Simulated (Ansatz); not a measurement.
# How far is PAW off for Rb?

```
Rb
1.0
    -2.80600    2.80600    2.80600
     2.80600   -2.80600    2.80600
     2.80600    2.80600   -2.80600
Rb
1
Direct
  0.00000 0.00000 0.00000
```

The cell is a measured one (Crystallography Open Database entry 9012874); the temperature and pressure of the measurement aren't taken into account, and nothing was relaxed.

Levels of theory: DFT, PBE, PAW with Ansatz's default frozen-core files, scalar-relativistic (Ansatz 0.2.0); DFT, PBE, all-electron PAW with datasets made for the crystal, scalar-relativistic (Ansatz 0.2.0); DFT, PBE, all-electron LAPW, scalar-relativistic (Ansatz 0.2.0).

For PAW: a Γ-centred 8×8×8 k mesh, Fermi–Dirac smearing of 0.05 eV, cutoff 420 eV, no spin polarisation. The crystal-made all-electron datasets (AE datasets) take a cutoff of 180 eV at this cell. LAPW targets a basis error of 1 meV/atom. The Ansatz runs share mesh, smearing and spin set-up. Plane-wave (PAW) pressures include the program's estimate of the Pulay term.

Stress and pressure are positive in compression.

Levels count from the Fermi level.

```json
{"quantity": "pressure (GPa)", "PAW": "0.10", "AE datasets": "0.10", "LAPW": "0.10"}
{"quantity": "highest filled level at H (eV)", "PAW": "-13.023", "AE datasets": "-13.023", "LAPW": "-13.023"}
{"quantity": "lowest empty level at H (eV)", "PAW": "1.216", "AE datasets": "1.216", "LAPW": "1.216"}
{"quantity": "highest filled level at Γ (eV)", "PAW": "-2.033", "AE datasets": "-2.033", "LAPW": "-2.033"}
{"quantity": "lowest empty level at Γ (eV)", "PAW": "3.683", "AE datasets": "3.683", "LAPW": "3.683"}
{"quantity": "highest filled level at N (eV)", "PAW": "-12.948", "AE datasets": "-12.947", "LAPW": "-12.948"}
{"quantity": "lowest empty level at N (eV)", "PAW": "0.210", "AE datasets": "0.210", "LAPW": "0.210"}
```
